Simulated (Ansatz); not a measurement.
The system is Si3N4.

```
CELL_PARAMETERS angstrom
4.13078 0.00000 0.00000
0.00000 4.13078 0.00000
0.00000 0.00000 4.13078
ATOMIC_POSITIONS crystal
Si 0.00000 0.00000 0.50000
Si 0.50000 0.00000 0.00000
Si 0.00000 0.50000 0.00000
N 0.23952 0.23952 0.76048
N 0.76048 0.76048 0.76048
N 0.23952 0.76048 0.23952
N 0.76048 0.23952 0.23952
```

The cell was built by a generator and needn't be a form met in nature.

```yaml
Program: Ansatz 0.2.0
Task: relaxation of cell and atoms
Functional: BLYP
Potentials_or_basis: Ansatz PAW
Cutoff: "420 eV (not typed: the program's choice for these potentials)"
k_mesh: 7 × 7 × 7
Occupations: fermi-dirac, width 0.05 eV
Spin: no spin polarisation
```

At the start: volume 10.07 Å³/atom.

Question: How do energy, volume and symmetry change on relaxing?

Answer: It ends after 7 steps and the volume is 10.28 Å³/atom (+2.1 %); space group P-43m (No. 215, to 0.05 Å).

The path:
```
step  energy change (eV)  largest force (eV/Å)  volume (Å³)
   1              0.0000                0.1556        70.48
   2             -0.0161                0.0641        71.57
   3             -0.0165                0.0330        71.86
   4             -0.0164                0.0004        71.93
   5             -0.0222                0.0009        71.93
   6             -0.0220                0.0002        71.98
   7             -0.0220                0.0003        71.98
```

Final structure:
```
CELL_PARAMETERS angstrom
4.15983 0.00000 0.00000
0.00000 4.15983 0.00000
0.00000 0.00000 4.15983
ATOMIC_POSITIONS crystal
Si 0.00000 0.00000 0.50000
Si 0.50000 0.00000 0.00000
Si 0.00000 0.50000 0.00000
N 0.23735 0.23735 0.76265
N 0.76265 0.76265 0.76265
N 0.23735 0.76265 0.23735
N 0.76265 0.23735 0.23735
```

Caveat: the plane-wave basis is chosen anew once the cell has moved, so the energies of steps on either side of that aren't comparable; the pressure holds a Pulay correction of +0.6 GPa for the finite cutoff; the PAW data sets come from PBE, with cores solved anew for the run's functional, which leaves a small shift of forces and pressure.
